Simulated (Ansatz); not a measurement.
Sb: one input, then a changed one

The geometry is COD entry 9013010, unchecked; take it as a test cell. The listed cell was then made from it by scaling, straining or moving an atom.

First run: DFT, LDA, PAW with Ansatz's default frozen-core files, scalar-relativistic (Ansatz 0.2.0).

Command: `ansatz run input.yaml --threads 1 --pin off --max-ram 2048MiB --backend cpu --events-out ev --progress --plain --runs-dir out` The run took 11 s on 1 thread of AMD EPYC 7R43 64-Core Processor (Zen 3), on a shared host, peak memory 0.49 GiB.

```yaml
crystal:
  lattice:
    - [-1.4846596688, 1.4846596688, 2.4464823777]
    - [1.4846596688, -1.4846596688, 2.4464823777]
    - [1.4846596688, 1.4846596688, -2.4464823777]
  atoms:
    - { symbol: Sb, position: [0.0, 0.0, 0.0] }
kpoints:
  mp_grid: { grid: [19, 19, 19] }
scf:
  occupations: { method: fermi_dirac, width: 0.05 }
hamiltonian:
  xc: lda
  pseudopotentials: { kind: paw }
output:
  forces: true
  stress: true
  eigenvalues: true
  efg: { contact_densities: true }
```

Result: converged; pressure 19.03 GPa; 6 SCF iterations.

Spin–orbit coupling is left out, though it moves levels of the heavy atoms by tenths of an eV or more.

The input is then changed:

```diff
@@ -9,5 +9,5 @@
   mp_grid: { grid: [19, 19, 19] }
 scf:
-  occupations: { method: fermi_dirac, width: 0.05 }
+  occupations: { method: gaussian, width: 0.15 }
 hamiltonian:
   xc: lda
@@ -18,3 +18,7 @@
   eigenvalues: true
   efg: { contact_densities: true }
+  write_density: true
+  write_potential: true
+  elf: true
+  volumetric_format: npy
```

Question: Predict the outcome of the changed run.

Answer: It converged; energy at zero smearing +0.1 meV/atom from the first run; pressure 19.04 GPa; 6 SCF iterations.
